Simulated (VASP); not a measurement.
## A VASP 6.6.1 single-point calculation on MgSe

INCAR

```
LCHARG = .FALSE.
NBANDS = 11
ISMEAR = -1
EDIFF = 1E-6
LREAL = .FALSE.
LASPH = .TRUE.
ENCUT = 520
IBRION = -1
LWAVE = .FALSE.
NELM = 120
NSW = 0
SIGMA = 0.02
PREC = Accurate
GGA = PE
ISIF = 2
```

KPOINTS

```
KPOINTS created by Atomic Simulation Environment
0
Monkhorst-Pack
8 8 8
0 0 0
```

POSCAR

```
Mg Se
 1.0000000000000000
     0.0000000000000000    2.7499507232000000    2.7284790408999999
     2.7499507232000000    0.0000000000000000    2.7284790408999999
     2.7499507232000000    2.7499507232000000    0.0000000000000000
 Mg  Se
   1   1
Cartesian
  0.0000000000000000  0.0000000000000000  0.0000000000000000
  2.7499507231999996  2.7499507231999996  2.7284790408999995
```

The recommended PBE PAW datasets give the neutral cell 8 valence electrons.

Command

```
mpirun -np 1 vasp_std
```

Problem. How does this run end, and what does it give?

Solution. It converged. Results: gap between bands v and c on the k mesh 1.95 eV; least direct gap on the k mesh 2.83 eV; pressure 0.7 GPa. Band v is the last that the valence electrons fill when counted band by band, and c is the next.

OSZICAR

```
N       E                     dE             d eps       ncg     rms          rms(c)
DAV:   1     0.237072926459E+02    0.23707E+02   -0.33387E+03  3248   0.575E+02
DAV:   2    -0.626520139510E+01   -0.29972E+02   -0.28375E+02  3945   0.967E+01
DAV:   3    -0.778916429575E+01   -0.15240E+01   -0.15215E+01  3925   0.232E+01
DAV:   4    -0.779661480504E+01   -0.74505E-02   -0.74502E-02  3543   0.192E+00
DAV:   5    -0.779666123209E+01   -0.46427E-04   -0.46427E-04  3820   0.151E-01    0.295E+00
DAV:   6    -0.753315857372E+01    0.26350E+00   -0.46657E-01  3546   0.254E+00    0.186E+00
DAV:   7    -0.749025177856E+01    0.42907E-01   -0.20886E-01  3686   0.183E+00    0.938E-01
DAV:   8    -0.748974259136E+01    0.50919E-03   -0.10240E-02  3462   0.534E-01    0.258E-01
DAV:   9    -0.748963157436E+01    0.11102E-03   -0.32471E-04  3572   0.943E-02    0.121E-01
DAV:  10    -0.748964192075E+01   -0.10346E-04   -0.14987E-04  3576   0.520E-02    0.250E-02
DAV:  11    -0.748963848996E+01    0.34308E-05   -0.20251E-05  3714   0.181E-02    0.613E-03
DAV:  12    -0.748963872711E+01   -0.23715E-06   -0.71315E-07  1972   0.496E-03
   1 F= -.74896387E+01 E0= -.74896387E+01  d E =-.341210E-11
```

Standard output (part)

```
POSCAR found type information on POSCAR MgSe
 POSCAR found :  2 types and       2 ions
 LDA part: xc-table for (Slater+PW92), standard interpolation
 POSCAR, INCAR and KPOINTS ok, starting setup
 WAVECAR not read
 entering main loop
```

The shifted mesh misses Γ, so a band edge there is missed.

For comparison, a separate PBE run of the intended cell, on usual settings and not on those above, gives a gap of 1.73 eV on its mesh and a pressure of 0.7 GPa.
